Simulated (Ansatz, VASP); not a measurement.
MgB, level by level in two programs

```xyz
2
Lattice="2.8952 0.0000 0.0000 0.0000 2.8952 0.0000 0.0000 0.0000 2.8952" Properties=species:S:1:pos:R:3 pbc="T T T"
Mg    0.0000    0.0000    0.0000
B     1.4476    1.4476    1.4476
```

The cell was built by a generator and needn't be a form met in nature.

Single points on this cell with VASP 6.6.1 and Ansatz 0.2.0. Each row is one pair of runs. Alike in all rows: spin: off; k mesh: 9 × 9 × 9; smearing: fermi-dirac, width 0.05 eV; VASP's potentials, cutoff: VASP PAW PBE potentials, release 64 (Mg, B), 520 eV.

```tsv
level	Ansatz's potentials, cutoff	gap on the k mesh at the Fermi level (eV), VASP	gap on the k mesh at the Fermi level (eV), Ansatz	pressure (GPa), VASP	pressure (GPa), Ansatz
PBE	Ansatz PAW, 420 eV	none	none	-0.1	0.2
PBE	JTH PAW, 900 eV	none	none	-0.1	0.2
PBE	PseudoDojo standard (PBE files), 1143 eV	none	none	-0.1	0.3
PBE	Ansatz PAW earlier set, 760 eV	none	none	-0.1	0.1
PBE	SPMS NC, 789 eV	none	none	-0.1	0.3
PBE	PseudoDojo stringent (PBE files), 1143 eV	none	none	-0.1	0.3
PBE	Ansatz NC, 1143 eV	none	none	-0.1	0.2
```

Pressure (GPa): the two programs differ by at most 0.4.

A gap of «none» marks a metal or a gap that the smearing closes.
